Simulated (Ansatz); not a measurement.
# SiO2: the cost of one run

Computed with Ansatz 0.2.0 (DFT PBE, scalar-relativistic, plane waves, PAW, unless a step's input says otherwise).

## (1) Starting point

The structure is tetragonal, space group I-42d (No. 122). The conventional cell has a = 4.955 Å, b = 4.955 Å, c = 7.311 Å, α = 90.00°, β = 90.00°, γ = 90.00°. Around Si (site symmetry -4) lie 4 O at 1.61 Å. Around O (site symmetry 2) lie 2 Si at 1.61 Å.

Structure file:

```
Si O
1.0
    -2.47729    2.47729    3.65567
     2.47729   -2.47729    3.65567
     2.47729    2.47729   -3.65567
Si O
2 4
Direct
  0.00000 0.00000 0.00000
  0.75000 0.25000 0.50000
  0.37500 0.22179 0.34679
  0.97179 0.62500 0.84679
  0.77821 0.12500 0.15321
  0.87500 0.02821 0.65321
```

Source of the structure: the Materials Project (structure only).

(A quick probe on a coarse mesh, which set the mesh and smearing, is not shown.)

## (3) The relaxation

Contents of input.yaml:

```yaml
crystal:
  lattice:
    - [-2.4772904627, 2.4772904627, 3.6556712422]
    - [2.4772904627, -2.4772904627, 3.6556712422]
    - [2.4772904627, 2.4772904627, -3.6556712422]
  atoms:
    - { symbol: Si, position: [0.0, 0.0, 0.0] }
    - { symbol: Si, position: [0.75, 0.25, 0.5] }
    - { symbol: O, position: [0.375, 0.22178613, 0.34678613] }
    - { symbol: O, position: [0.97178613, 0.625, 0.84678613] }
    - { symbol: O, position: [0.77821387, 0.125, 0.15321387] }
    - { symbol: O, position: [0.875, 0.02821387, 0.65321387] }
basis:
  ecutwfc: 420
kpoints:
  mp_grid: { grid: [6, 6, 6] }
hamiltonian:
  xc: pbe
scf:
  occupations: { method: gaussian, width: 0.02 }
output:
  forces: true
  stress: true
  eigenvalues: true
  write_density: true
  write_potential: true
  elf: true
  volumetric_format: npy
relax:
  adjacent_minimum: "off"
  f_tol: 0.005
  max_steps: 80
  cell: { stress_tol: 0.05 }
```

The run is started by

```bash
> ansatz run input.yaml --threads 4 --pin off --max-ram 6144MiB --backend cpu --events-out ev --progress --plain --runs-dir out
```

Q: Estimate wall time and peak memory on 4 threads of Arm Neoverse V1, shared host.

About 15 s, with a peak of 0.38 GiB.
